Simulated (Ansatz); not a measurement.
We consider zinc-blende AlSb, described by rVV10 in Ansatz (plane waves, PAW).

Run with plane-wave cutoff 520 eV, 10×10×10 k mesh, Fermi–Dirac smearing 0.01 eV, scalar-relativistic PAW data made under PBE.

Response to compression and expansion:

```csv
V (Å³/atom),P (GPa),direct gap at Γ (eV)
28.657,3.44,1.573
29.267,2.17,1.404
29.877,1.02,1.242
30.487,0.00,1.086
31.096,-0.92,0.936
31.706,-1.74,0.791
32.316,-2.47,0.652
```

A straight line through the gaps at Γ against ln V gives a volume deformation potential dE_g(Γ)/d ln V of -7.7 eV: the gap at Γ widens under compression.

Measured, for comparison: band gap 1.73 eV (zero-point renormalisation of 35 meV (experimental, the table's column) added back here, indirect; inputs from Miglio et al. (2020), arXiv:2011.12765).

Spin–orbit coupling is not included; with these elements it can move the gap by several tenths of an eV or more.

Ansatz is a quantum-chemistry and plane-wave program.
